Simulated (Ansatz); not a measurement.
Space group Pnma (No. 62). a = 11.797 Å, b = 4.205 Å, c = 4.568 Å, α = 90.00°, β = 90.00°, γ = 90.00°
```json
{"atom": "Sn", "site": "4c", "symmetry": ".m.", "x": "0.1214", "y": "0.2500", "z": "0.1166"}
{"atom": "Se", "site": "4c", "symmetry": ".m.", "x": "0.3548", "y": "0.2500", "z": "0.0239"}
```

Equation of state of this SnSe structure (not necessarily the ground state), with shape and atoms relaxed at each volume where symmetry leaves them free. All numbers below come from DFT PBE, scalar-relativistic, plane waves, PAW (Ansatz).

Plane waves to 420 eV, a k mesh through Γ of 4×6×6 on the computed 8-atom cell and Gaussian smearing (0.02 eV); no spin polarisation.

```json
{"V (Å³/atom)": "26.626", "E − E(largest V) (meV/atom)": "2.80", "P (GPa)": "1.77", "gap on mesh (eV)": "0.48"}
{"V (Å³/atom)": "27.476", "E − E(largest V) (meV/atom)": "-3.72", "P (GPa)": "0.80", "gap on mesh (eV)": "0.54"}
{"V (Å³/atom)": "28.325", "E − E(largest V) (meV/atom)": "-5.75", "P (GPa)": "0.00", "gap on mesh (eV)": "0.64"}
{"V (Å³/atom)": "29.175", "E − E(largest V) (meV/atom)": "-4.13", "P (GPa)": "-0.59", "gap on mesh (eV)": "0.74"}
{"V (Å³/atom)": "30.025", "E − E(largest V) (meV/atom)": "0.00", "P (GPa)": "-0.96", "gap on mesh (eV)": "0.86"}
```

Fit a third-order Birch–Murnaghan equation to E(V).

V0 = 28.34 Å³/atom, B0 = 22 GPa, B0' = 8.3.